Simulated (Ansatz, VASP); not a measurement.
One calculation of ZnSe, two programs

File INCAR:

```
SYSTEM = ZnSe
PREC = Accurate
ENCUT = 520
EDIFF = 1E-6
ISMEAR = -1
SIGMA = 0.03
LREAL = .False.
LASPH = .True.
NELM = 80
ALGO = Normal
ISIF = 2
LWAVE = .False.
LCHARG = .False.
GGA = PE
NBANDS = 16
```

Contents of KPOINTS:

```
regular mesh
0
Gamma
  8 8 8
  0 0 0
```

Contents of POSCAR:

```
ZnSe
1.0
    0.0000000000      2.7487860000      2.8338000000
    2.7487860000      0.0000000000      2.8338000000
    2.7487860000      2.7487860000      0.0000000000
Zn Se
1 1
Direct
    0.0000000000      0.0000000000      0.0000000000
    0.7500000000      0.7500000000      0.7500000000
```

Input for Ansatz:

```yaml
crystal:
  lattice:
    - [0.0, 2.748786, 2.8338]
    - [2.748786, 0.0, 2.8338]
    - [2.748786, 2.748786, 0.0]
  atoms:
    - { symbol: Zn, position: [0.0, 0.0, 0.0] }
    - { symbol: Se, position: [0.75, 0.75, 0.75] }
kpoints:
  mp_grid: { grid: [8, 8, 8] }
  band_path:
    path:
      - [0.0, 0.0, 0.0]
      - [0.5, 0.0, 0.5]
      - [0.75, 0.25, 0.5]
      - [0.5, 0.5, 0.5]
      - [0.0, 0.0, 0.0]
      - [0.5, 0.5, 0.0]
      - [0.6323875, 0.6323875, 0.264775]
      - [0.3676125, 0.3676125, 0.735225]
      - [0.0, 0.0, 0.0]
    npoints: 5
scf:
  occupations: { method: fermi_dirac, width: 0.03 }
hamiltonian:
  xc: pbe
  pseudopotentials: { kind: all_electron, lapw: { basis_error: 0.001 } }
output:
  forces: true
  stress: true
  eigenvalues: true
```

Change from the starting cell: equal xx and yy strain of -3 %.

Alike in both runs: task single point; functional PBE; k mesh 8 × 8 × 8; occupations fermi-dirac, width 0.03 eV; no spin polarisation.

|  | VASP | Ansatz |
| --- | --- | --- |
| version | VASP 6.6.1 | Ansatz 0.2.0 |
| potentials or method | VASP PAW PBE potentials, release 64 (Zn, Se) | all-electron LAPW, scalar-relativistic |
| plane-wave cutoff (eV) | 520 | see its input |

Ansatz gave:

```
gap on the k mesh at the Fermi level (eV)       : 1.50
pressure (GPa)                                  : 6.7
largest component of the traceless stress (GPa) : 0.69
```

Question: Estimate VASP's values.

Answer: gap on the k mesh at the Fermi level (eV): 1.50; pressure (GPa): 7.0; largest component of the traceless stress (GPa): 0.68.

Ansatz ran all-electron here, so the differences hold the error of VASP's frozen core and of both bases.
